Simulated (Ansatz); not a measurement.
# HfN in Ansatz: the effect of Hubbard term

Crystal: HfN.

```
Hf N
1.0
     0.00000    2.25600    2.25600
     2.25600    0.00000    2.25600
     2.25600    2.25600    0.00000
Hf N
1 1
Cartesian
  0.0000 0.0000 0.0000
  2.2560 2.2560 2.2560
```

Alike in all runs:

* Program: Ansatz 0.2.0
* Task: band structure
* Functional: PBEsol
* Potentials or basis: Ansatz PAW
* Cutoff: 420 eV (not typed: the program's choice for these potentials)
* k mesh: 10 × 10 × 10
* Occupations: fermi-dirac, width 0.05 eV
* Spin: no spin polarisation
* Path: [["G", "X", "W", "K", "G", "L", "U", "W", "L", "K"], ["U", "X"]]
* Points for each segment of the path: 14
* Hubbard projectors: ortho-atomic (the default)
* Double counting: fll (the default)

```tsv
Hubbard term	pressure (GPa)
none	-1.9
Hf d U = 1 eV	?
Hf d U = 2 eV	0.9
Hf d U = 3 eV	2.4
Hf d U = 4 eV	3.9
Hf d U = 5 eV	5.5
Hf d U = 6 eV	7.2
Hf d U = 8 eV	10.9
```

Question: What does the run with Hubbard term Hf d U = 1 eV give?

Answer: Pressure -0.6 GPa.

Worked out: A parabola through the other rows of the pressure, of slope 1.37 GPa per eV there, gives -0.5 GPa, against the run's -0.6.

Caveats: the PAW data sets come from PBE, with cores solved anew for the run's functional, which leaves a small shift of forces and pressure; U without spin polarisation on a metal has little footing (some runs).

Runs at the PBE level aren't shown here.
